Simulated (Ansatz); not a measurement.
Crystal: SnTe.

```
CELL_PARAMETERS angstrom
0.00000 3.15085 3.15085
3.15085 0.00000 3.15085
3.15085 3.15085 0.00000
ATOMIC_POSITIONS crystal
Te 0.50000 0.50000 0.50000
Sn 0.00000 0.00000 0.00000
```

| Item | Value |
| --- | --- |
| Program | Ansatz 0.2.0 |
| Task | relaxation of cell and atoms |
| Functional | rPW86-PBE |
| Dispersion | rVV10 |
| Potentials or basis | Ansatz PAW |
| Cutoff | 420 eV (not typed: the program's choice for these potentials) |
| k mesh | 7 × 7 × 7 |
| Occupations | fermi-dirac, width 0.05 eV |
| Spin | no spin polarisation |

At the start: volume 31.28 Å³/atom.

Question: How do energy, volume and symmetry change on relaxing?

Answer: It ends after 5 steps and the volume is 33.75 Å³/atom (+7.9 %); space group Fm-3m (No. 225, to 0.05 Å).

Step by step:
| step | energy change (eV) | largest force (eV/Å) | volume (Å³) |
| --- | --- | --- | --- |
| 1 | 0.0000 | 0.0000 | 62.56 |
| 2 | -0.0444 | 0.0000 | 69.41 |
| 3 | -0.0511 | 0.0000 | 67.73 |
| 4 | -0.0512 | 0.0000 | 67.49 |
| 5 | -0.0522 | 0.0000 | 67.49 |

Final structure:
```xyz
2
Lattice="0.0000 3.2315 3.2315 3.2315 0.0000 3.2315 3.2315 3.2315 0.0000" Properties=species:S:1:pos:R:3 pbc="T T T"
Te    3.2315    3.2315    3.2315
Sn    0.0000    0.0000    0.0000
```

Caveat: the plane-wave basis is chosen anew once the cell has moved, so the energies of steps on either side of that aren't comparable; the PAW data sets come from PBE, with cores solved anew for the run's functional, which leaves a small shift of forces and pressure.
